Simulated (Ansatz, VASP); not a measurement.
## Si: VASP beside Ansatz

The input INCAR:

```
SYSTEM = Si
PREC     = Accurate       ! precision mode
ENCUT    = 520            ! plane-wave cutoff, eV
EDIFF    = 1E-6           ! SCF threshold, eV
ISMEAR   = -1             ! smearing method
SIGMA    = 0.08           ! smearing width, eV
LREAL    = .FALSE.        ! projectors in reciprocal space
LASPH    = .TRUE.         ! aspherical terms in the spheres
NELM     = 80             ! most SCF steps
ALGO     = Normal         ! electronic algorithm
ISIF     = 2              ! what is computed and relaxed
LWAVE    = .FALSE.        ! write WAVECAR
LCHARG   = .FALSE.        ! write CHGCAR
NBANDS   = 11             ! bands
```

The input KPOINTS:

```
Automatic mesh
0
G
  12 12 12
  0 0 0
```

The input POSCAR:

```
Si
1.0
    0.0000000000      2.7154700000      2.7697794000
    2.7154700000      0.0000000000      2.7697794000
    2.7154700000      2.7154700000      0.0000000000
Si
2
Direct
    0.5000000000      0.5000000000      0.5000000000
    0.7500000000      0.7500000000      0.7500000000
```

Input for Ansatz:

```yaml
crystal:
  lattice:
    - [0.0, 2.71547, 2.7697794]
    - [2.71547, 0.0, 2.7697794]
    - [2.71547, 2.71547, 0.0]
  atoms:
    - { symbol: Si, position: [0.5, 0.5, 0.5] }
    - { symbol: Si, position: [0.75, 0.75, 0.75] }
kpoints:
  mp_grid: { grid: [12, 12, 12] }
  band_path:
    path:
      - [0.0, 0.0, 0.0]
      - [0.0, 0.5, 0.5]
      - [0.25, 0.75, 0.5]
      - [0.0, 0.5, 0.0]
      - [0.0, 0.0, 0.0]
      - [0.5, 0.5, 0.0]
      - [0.3701460977, 0.6298539023, 0.0]
      - [-0.3701460977, 0.3701460977, 0.0]
      - [0.0, 0.0, 0.0]
    npoints: 5
scf:
  occupations: { method: fermi_dirac, width: 0.08 }
hamiltonian:
  xc: lda
  pseudopotentials: { kind: all_electron, lapw: { basis_error: 0.00025 } }
output:
  forces: true
  stress: true
  eigenvalues: true
```

Change from the starting cell: zz strain of +2 %.

Alike in both runs: task single point; functional LDA; k mesh 12 × 12 × 12; occupations fermi-dirac, width 0.08 eV; no spin polarisation.

```csv
,VASP,Ansatz
version,VASP 6.6.1,Ansatz 0.2.0
potentials or method,"VASP PAW LDA potentials, release 64 (Si)","all-electron LAPW, scalar-relativistic"
plane-wave cutoff (eV),520,see its input
```

```tsv
	VASP	Ansatz	Ansatz less VASP
pressure (GPa)	-3.2	-3.3	-0.08
largest component of the traceless stress (GPa)	1.30	1.30	+0.001
```

Ansatz ran all-electron here, so the differences hold the error of VASP's frozen core and of both bases.
